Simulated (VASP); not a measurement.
# FeO (Wuestite) (Fm-3m) in VASP: notebook, part 2 of 2

VASP 6.6.1. The steps go on from the part before.

**6. Single point, LDA, collinear spin, random start**

File INCAR:

```
SYSTEM = FeO
PREC = Accurate
ENCUT = 520
EDIFF = 1E-7
ISMEAR = -1
SIGMA = 0.05
LREAL = .False.
LASPH = .True.
NELM = 120
ALGO = Normal
ISIF = 2
LWAVE = .False.
LCHARG = .False.
ISPIN = 2
MAGMOM = -0.06 2.23 0 0
LORBIT = 11
LMAXMIX = 4
GGA = CA
```

File KPOINTS:

```
regular mesh
0
Gamma
  8 8 8
  0 0 0
```

File POSCAR:

```
FeO
1.0
    2.1554000000      2.1554000000      4.3108000000
    2.1554000000     -2.1554000000      0.0000000000
    2.1554000000      2.1554000000      0.0000000000
Fe O
2 2
Direct
    0.0000000000      0.0000000000      0.0000000000
    0.5000000000      0.5000000000      0.0000000000
    0.5000000000      0.0000000000      0.5000000000
    0.0000000000      0.5000000000      0.5000000000
```

Potentials or basis: VASP PAW LDA potentials, release 64 (Fe, O).

Run with:

```sh
> cat potpaw_LDA.64/Fe/POTCAR potpaw_LDA.64/O/POTCAR > POTCAR
> mpirun -np 1 vasp_std > vasp.out
```

OUTCAR:

```text
SYSTEM = FeO
   PREC = Accurate
   ENCUT = 520
   EDIFF = 1E-7
   ISMEAR = -1
   LREAL = .False.
   LASPH = .True.
   NELM = 120
   ISIF = 2
   ISPIN = 2
   LORBIT = 11
   GGA = CA

 ion  position               nearest neighbor table
   1  0.000  0.000  0.000-   4 2.16   3 2.16   4 2.16   4 2.16   4 2.16   3 2.16   2 3.05   2 3.05
                             2 3.05   2 3.05   2 3.05   2 3.05   2 3.05   2 3.05
   2  0.500  0.500  0.000-   3 2.16   3 2.16   4 2.16   3 2.16   3 2.16   4 2.16   1 3.05   1 3.05
                             1 3.05   1 3.05   1 3.05   1 3.05   1 3.05   1 3.05
   3  0.500  0.000  0.500-   2 2.16   1 2.16   2 2.16   2 2.16   2 2.16   1 2.16
   4  0.000  0.500  0.500-   1 2.16   1 2.16   2 2.16   1 2.16   1 2.16   2 2.16

  LATTYP: Found a simple tetragonal cell.
 ALAT       =     3.0481959123
 C/A-ratio  =     1.4142135624

  Lattice vectors:

 A1 = (   2.1554000000,  -2.1554000000,   0.0000000000)
 A2 = (   2.1554000000,   2.1554000000,   0.0000000000)
 A3 = (   0.0000000000,   0.0000000000,   4.3108000000)

Analysis of symmetry for initial positions (statically):
=====================================================================
 Subroutine PRICEL returns following result:

  LATTYP: Found a face centered cubic cell.
 ALAT       =     4.3108000000

  Lattice vectors:

 A1 = (   2.1554000000,   0.0000000000,   2.1554000000)
 A2 = (   2.1554000000,   2.1554000000,   0.0000000000)
 A3 = (   0.0000000000,   2.1554000000,   2.1554000000)

   2 primitive cells build up your supercell.

 Routine SETGRP: Setting up the symmetry group for a
 simple tetragonal supercell.

 Subroutine GETGRP returns: Found 16 space group operations
 (whereof 16 operations were pure point group operations)
 out of a pool of 16 trial point group operations.

The static configuration has the point symmetry D_4h.

Analysis of symmetry for dynamics (positions and initial velocities):
=====================================================================
 Subroutine PRICEL returns following result:

  LATTYP: Found a face centered cubic cell.
 ALAT       =     4.3108000000

[... 184 lines left out ...]
 cond. band min:       5.8312920172   @ k =   0.2500   0.3750   0.0000
 fundamental gap:      0.0149443469
 Fermi energy:         5.8255213224

 spin component 1

 k-point     1 :       0.0000    0.0000    0.0000
  band No.  band energies     occupation
      1     -14.5501      1.00000
      2     -13.3533      1.00000
      3      -1.5053      1.00000
      4       0.9102      1.00000
      5       0.9102      1.00000
      6       1.2563      1.00000
[... 517 lines left out ...]
     18       5.7309      0.86914
     19      10.1562      0.00000

 [... further k-points ...]

 spin component 2

 k-point     1 :       0.0000    0.0000    0.0000
  band No.  band energies     occupation
      1     -13.9771      1.00000
      2     -12.7359      1.00000
      3      -0.9414      1.00000
      4       1.5139      1.00000
      5       1.5139      1.00000
      6       2.6933      1.00000
[... 517 lines left out ...]
     18       8.4774      0.00000
     19      10.8009      0.00000

 [... further k-points ...]

------------------------ aborting loop because EDIFF is reached ----------------------------------------

  FORCE on cell =-STRESS in cart. coord.  units (eV):
  Direction    XX          YY          ZZ          XY          YZ          ZX
  --------------------------------------------------------------------------------------
  -------------------------------------------------------------------------------------
  Total       -3.8518967     -3.8518967     -3.8019651      0.0000000      0.0000000      0.0000000
  in kB     -154.0783379   -154.0783379   -152.0810437      0.0000000      0.0000000      0.0000000
  external PRESSURE =    -153.4125732 kB  Pullay stress =       0.0000000 kB

 VOLUME and BASIS-vectors are now :
 -----------------------------------------------------------------------------
  energy-cutoff  :      520.00
  volume of cell :       40.05
      direct lattice vectors                 reciprocal lattice vectors
     2.155400000  2.155400000  4.310800000     0.000000000  0.000000000  0.231975503
     2.155400000 -2.155400000  0.000000000     0.231975503 -0.231975503  0.000000000
     2.155400000  2.155400000  0.000000000     0.231975503  0.231975503 -0.231975503

 POSITION                                       TOTAL-FORCE (eV/Angst)
 -----------------------------------------------------------------------------------
      0.00000      0.00000      0.00000        -0.000000     -0.000000      0.000000
      2.15540      0.00000      2.15540         0.000000      0.000000      0.000000
      2.15540      2.15540      2.15540        -0.000000     -0.000000      0.000000
      2.15540      0.00000      0.00000        -0.000000     -0.000000      0.000000
 -----------------------------------------------------------------------------------
    total drift:                               -0.000000     -0.000000      0.000000

  FREE ENERGIE OF THE ION-ELECTRON SYSTEM (eV)
  ---------------------------------------------------
  free  energy   TOTEN  =       -32.8147375471 eV

  energy  without entropy=      -32.7859749537  energy(sigma->0) =      -32.80035625

 total charge

# of ion       s       p       d       tot
------------------------------------------
    1        0.293   0.364   6.108   6.765
    2        0.293   0.364   6.108   6.765
    3        1.544   3.408   0.000   4.952
    4        1.544   3.408   0.000   4.952
--------------------------------------------------
tot          3.674   7.545  12.217  23.436

 magnetization (x)

# of ion       s       p       d       tot
------------------------------------------
    1        0.024   0.021   3.522   3.568
    2        0.024   0.021   3.523   3.568
    3        0.030   0.286   0.000   0.316
    4        0.030   0.286   0.000   0.316
--------------------------------------------------
tot          0.109   0.614   7.045   7.768
```

OSZICAR:

```text
N       E                     dE             d eps       ncg     rms          rms(c)
DAV:   1     0.250982191084E+03    0.25098E+03   -0.13444E+04  5764   0.179E+03
DAV:   2     0.155411357376E+01   -0.24943E+03   -0.23902E+03  5718   0.389E+02
DAV:   3    -0.342624391289E+02   -0.35817E+02   -0.33246E+02  7552   0.155E+02
DAV:   4    -0.362264903036E+02   -0.19641E+01   -0.19124E+01  7566   0.381E+01
[... 16 lines left out ...]
DAV:  21    -0.328147377136E+02   -0.11171E-04   -0.10730E-04  8598   0.858E-02    0.148E-02
DAV:  22    -0.328147376026E+02    0.11103E-06   -0.24520E-06  7750   0.222E-02    0.110E-02
DAV:  23    -0.328147373642E+02    0.23834E-06   -0.81342E-07  6571   0.148E-02    0.859E-03
DAV:  24    -0.328147375283E+02   -0.16402E-06   -0.77811E-07  3578   0.913E-03    0.203E-03
DAV:  25    -0.328147375471E+02   -0.18872E-07   -0.21846E-07  3871   0.460E-03
   1 F= -.32814738E+02 E0= -.32800356E+02  d E =-.287626E-01  mag=     7.9802
```

stdout:

```text
POSCAR found type information on POSCAR FeO
 POSCAR found :  2 types and       4 ions
 scaLAPACK will be used
 LDA part: xc-table for (Slater(with rela. corr.)+CA(PZ))
 , standard interpolation
 POSCAR, INCAR and KPOINTS ok, starting setup
 FFT: planning ... GRIDC
 FFT: planning ... GRID_SOFT
 FFT: planning ... GRID
 WAVECAR not read
 entering main loop
```

It took 2.6 min on 1 thread of Intel Xeon Platinum 8488C (Sapphire Rapids), shared host; peak memory 0.21 GiB.

What came out:

```yaml
Free_energy: -32.8147 eV
Pressure: -15.3 GPa
Band_gap_on_the_k_mesh: none (metal or under the smearing width)
Net_moment: 7.98 μB per cell
Site_moments: Fe +3.57; O +0.32 μB
Valence_electrons_inside_the_program's_atomic_spheres: Fe 6.76; O 4.95
```

Levels at points of the mesh, in eV from the Fermi level:
Spin up:
```
           k point  band 16  band 17  band 18  band 19
(0.00, 0.00, 0.00)    -2.50    -2.50    -2.43     0.23
(0.50, 0.00, 0.00)    -2.40    -1.93    -1.93     4.05
(0.00, 0.50, 0.00)    -2.12    -0.17    -0.17     5.50
(0.50, 0.50, 0.00)    -0.08    -0.08    -0.08     4.10
(0.00, 0.50, 0.50)    -2.50    -1.44    -1.44     7.47
(0.50, 0.50, 0.50)    -2.50    -2.43    -2.43     5.31
```
Spin down:
```
           k point  band 7  band 8  band 9  band 10  band 11  band 12  band 13  band 14
(0.00, 0.00, 0.00)   -3.13   -3.13   -2.12    -0.75    -0.75    -0.75    -0.03    -0.03
(0.50, 0.00, 0.00)   -4.00   -4.00   -1.47    -1.46     0.24     0.24     0.43     0.43
(0.00, 0.50, 0.00)   -4.99   -4.99    0.06     0.06     0.31     0.32     0.39     0.39
(0.50, 0.50, 0.00)   -5.12   -5.12    0.38     0.38     0.38     0.38     0.61     0.61
(0.00, 0.50, 0.50)   -5.47   -5.47   -0.04    -0.04    -0.04    -0.04     0.74     0.74
(0.50, 0.50, 0.50)   -4.31   -4.31   -2.12    -2.12     0.51     0.51     0.74     0.74
```

Caveat: semilocal functionals often make such compounds metallic where correlation or magnetic order opens a gap, which also shifts bond lengths.

**7. Summary**

```tsv
spin	gap on the mesh (eV)	pressure (GPa)	moment (μB)
off	none	-39.9	-
collinear, ferromagnetic start	none	-15.3	7.98
collinear, random start	none	-15.3	7.98
```

Alike in all rows: task single point; level LDA; potentials or basis VASP PAW LDA potentials, release 64 (Fe, O); cell as given; k mesh 8 × 8 × 8; cutoff (eV) 520; smearing fermi-dirac 0.05 eV.

Every run on the cell as given and a fine mesh finds a metal.

Caveats: semilocal functionals often make such compounds metallic where correlation or magnetic order opens a gap, which also shifts bond lengths; a pressure of tens of GPa on the cell as given is suspect, and the run, the potentials or the cell itself is likely at fault (some runs); the real-space grid breaks the cell's symmetry a little (some runs).

Absolute energies hang on the potentials; compare differences alone.

**8. Against experiment**

Step 3. Against the measured gap of FeO, 2.4 eV (optical; quoted in “W\"ustite: Electric, thermodynamic and optical properties of FeO”, 2012, arxiv:1203.1201), the calculated 0.00 eV is off by -2.40 eV. So large a miss can be the level of theory's own, or it may mean another phase, state or a wrong row. The value is that of LDA on a finite k mesh, which can miss the band edges, without temperature or zero-point motion. Semilocal functionals fall short of measured gaps as a rule. The run's magnetic order (collinear spin, ferromagnetic start) needn't be the measured crystal's.

Step 6. Against the measured gap of FeO, 2.4 eV (optical; quoted in “W\"ustite: Electric, thermodynamic and optical properties of FeO”, 2012, arxiv:1203.1201), the calculated 0.00 eV is off by -2.40 eV. So large a miss can be the level of theory's own, or it may mean another phase, state or a wrong row. The value is that of LDA on a finite k mesh, which can miss the band edges, without temperature or zero-point motion. Semilocal functionals fall short of measured gaps as a rule. The run's magnetic order (collinear spin, random start) needn't be the measured crystal's.
